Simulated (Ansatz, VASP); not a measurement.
## Two plane-wave programs on TiCo

INCAR

```
PREC = Accurate
ENCUT = 600
EDIFF = 1E-6
ISMEAR = 0
SIGMA = 0.1
LREAL = F
LASPH = T
NELM = 150
ALGO = Normal
ISIF = 3
LWAVE = F
LCHARG = F
ISPIN = 2
MAGMOM = 0 0.6
LORBIT = 11
LMAXMIX = 4
GGA = PE
IBRION = 2
NSW = 100
EDIFFG = -0.005
```

The input KPOINTS:

```
Automatic mesh
0
Gamma
  14 14 14
```

The input POSCAR:

```
TiCo
1.0
    2.9861109900      0.0000000000      0.0000000000
    0.0000000000      2.9861109900      0.0000000000
    0.0000000000      0.0000000000      2.9861109900
Ti Co
1 1
Direct
    0.0000000000      0.0000000000      0.0000000000
    0.5000000000      0.5000000000      0.5000000000
```

Input for Ansatz:

```yaml
crystal:
  lattice:
    - [2.98611099, 0.0, 0.0]
    - [0.0, 2.98611099, 0.0]
    - [0.0, 0.0, 2.98611099]
  atoms:
    - { symbol: Ti, position: [0.0, 0.0, 0.0] }
    - { symbol: Co, position: [0.5, 0.5, 0.5], spin: 0.6 }
basis:
  ecutwfc: 420
kpoints:
  mp_grid: { grid: [14, 14, 14] }
hamiltonian:
  xc: pbe
scf:
  occupations: { method: gaussian, width: 0.1 }
output:
  forces: true
  stress: true
  eigenvalues: true
  populations: true
magnetization:
  spin_polarized: true
relax:
  adjacent_minimum: "off"
  f_tol: 0.005
  max_steps: 80
  cell: { stress_tol: 0.05 }
```

The cell comes from a database or a generator and needn't be the stable form of this composition.

Alike in both runs: task relaxation of cell and atoms; functional PBE; k mesh 14 × 14 × 14; occupations gaussian, width 0.1 eV; collinear spin.

|  | VASP | Ansatz |
| --- | --- | --- |
| version | VASP 6.6.1 | Ansatz 0.2.0 |
| potentials or method | VASP PAW PBE potentials, release 64 (Ti_sv, Co) | scalar-relativistic, plane waves, PAW |
| plane-wave cutoff (eV) | 600 | 420 |
| valence electrons in the cell | 21 | 29 |

Ansatz gave:

| Item | Value |
| --- | --- |
| gap on the k mesh at the Fermi level, each at its own relaxed structure (eV) | none |
| net moment per atom (μB) | 0.44 |
| size of the moment on the site where the two differ most (μB) | 0.99 |
| relaxed volume (Å³/atom) | 13.31 |
| relaxed cell length with the largest relative difference (Å) | 2.986 |

Problem. What did VASP give for the same quantities?

Solution. gap on the k mesh at the Fermi level, each at its own relaxed structure (eV): none; net moment per atom (μB): 0.44; size of the moment on the site where the two differ most (μB): 0.95; relaxed volume (Å³/atom): 13.26; relaxed cell length with the largest relative difference (Å): 2.982.

Site moments also hang on the region over which each program counts them. A gap of «none» marks a metal or a gap that the smearing closes. The two sets of potentials don't hold the same shells in valence.
